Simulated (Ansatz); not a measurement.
**NMR crystallography of CdIn2O4: given against relaxed positions**

Start: a Materials Project structure (computed, not necessarily an observed phase), taken as it stands.

Space group Fd-3m:1 (No. 227); a = 9.2220 Å.

```
site  Wyckoff  site symmetry       x       y       z
  Cd       8a           -43m  0.7500  0.7500  0.2500
  In      16d           .-3m  0.1250  0.3750  0.8750
   O      32e            .3m  0.3617  0.3617  0.8617
```

One atom of each set is listed; the run and its k-mesh use a cell of 14 atoms with edges of 6.52, 6.52, 6.52 Å.

Computed with Ansatz: DFT, PBE, plane waves and PAW, scalar-relativistic, 420 eV cutoff, Γ-centred 5×5×5 k-points, Fermi–Dirac smearing 0.02 eV.

The largest force at the start is 0.20 eV/Å. Relaxing the ions at fixed cell moves them by 0.011 Å at most (atom 11, O) and 0.008 Å rms.

```json
{"site": "In", "moved (Å)": "0.000", "first shell before": "6 O at 2.19 Å", "first shell after": "6 O at 2.20 Å", "V_zz before (10²¹ V/m²)": "-5.13", "η before": "0.00"}
{"site": "O", "moved (Å)": "0.011", "first shell before": "3 In at 2.19 Å, 1 Cd at 2.21 Å", "first shell after": "3 In at 2.20 Å, 1 Cd at 2.20 Å", "V_zz before (10²¹ V/m²)": "1.71", "η before": "0.00"}
```

Question: What are V_zz and η after the relaxation?

Answer: 

```
site  V_zz after  η after  change of V_zz
  In       -4.78     0.00           +0.35
   O        1.79     0.00           +0.08
```

The largest change of V_zz is on In, from -5.13 to -4.78. In per cent, |V_zz| changes by -7 on In, +4 on O (all sites that start above 0.5). Sites without a gradient aren't listed.

Without spin–orbit coupling (the program notes it for Cd and In) the gradients can shift somewhat, as the gap is small.
